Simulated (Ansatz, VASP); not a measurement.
## Pb in VASP and in Ansatz

Contents of INCAR:

```
SYSTEM = Pb
  PREC = Accurate
  ENCUT = 520
  EDIFF = 1E-7
  ISMEAR = -1
  SIGMA = 0.05
  LREAL = .False.
  LASPH = .True.
  NELM = 80
  ALGO = Fast
  ISIF = 2
  LWAVE = .False.
  LCHARG = .False.
  GGA = PS
  NBANDS = 21
```

Contents of KPOINTS:

```
Automatic mesh
0
Gamma
  9 9 5
  0 0 0
```

Contents of POSCAR:

```
Pb
1.0
    3.0386068135     -1.7503199600      0.0000000000
    3.0386068135      1.7503199600      0.0000000000
   -2.1154626375      0.0000000000      6.0952248674
Pb
2
Direct
    0.9085084100      0.9085084100      0.7262922000
    0.0914915900      0.0914915900      0.2737078000
```

File input.yaml:

```yaml
crystal:
  lattice:
    - [3.0386068135, -1.75031996, 0.0]
    - [3.0386068135, 1.75031996, 0.0]
    - [-2.1154626375, 0.0, 6.0952248674]
  atoms:
    - { symbol: Pb, position: [0.90850841, 0.90850841, 0.7262922] }
    - { symbol: Pb, position: [0.09149159, 0.09149159, 0.2737078] }
hamiltonian:
  xc: pbesol
  pseudopotentials: { kind: paw }
kpoints:
  mp_grid: { grid: [9, 9, 5] }
scf:
  occupations: { method: fermi_dirac, width: 0.05 }
output:
  forces: true
  stress: true
  eigenvalues: true
```

This isn't the form of Pb at room conditions, which is fcc.

Alike in both runs: task single point; functional PBEsol; k mesh 9 × 9 × 5; occupations fermi-dirac, width 0.05 eV; no spin polarisation.

|  | VASP | Ansatz |
| --- | --- | --- |
| version | VASP 6.6.1 | Ansatz 0.2.0 |
| potentials or method | VASP PAW PBE potentials, release 64 (Pb_d) | Ansatz PAW |
| plane-wave cutoff (eV) | 520 | 420 |
| valence electrons in the cell | 28 | 28 |

```tsv
	VASP	Ansatz	Ansatz less VASP
gap on the k mesh at the Fermi level (eV)	none	none	-
pressure (GPa)	-1.8	-1.8	+0.05
largest component of the traceless stress (GPa)	0.06	0.06	-0.003
rms of the force components (eV/Å)	0.080	0.079	-0.0006
```

Atom by atom the forces differ by 0.001 eV/Å (rms over components). A gap of «none» marks a metal or a gap that the smearing closes.

Caveats: the PAW data sets were made with another functional, which shifts forces and pressure a little (VASP); the PAW data sets come from PBE, with cores solved anew for the run's functional, which leaves a small shift of forces and pressure (Ansatz). Spin-orbit coupling is left out, which matters for the levels of Pb.
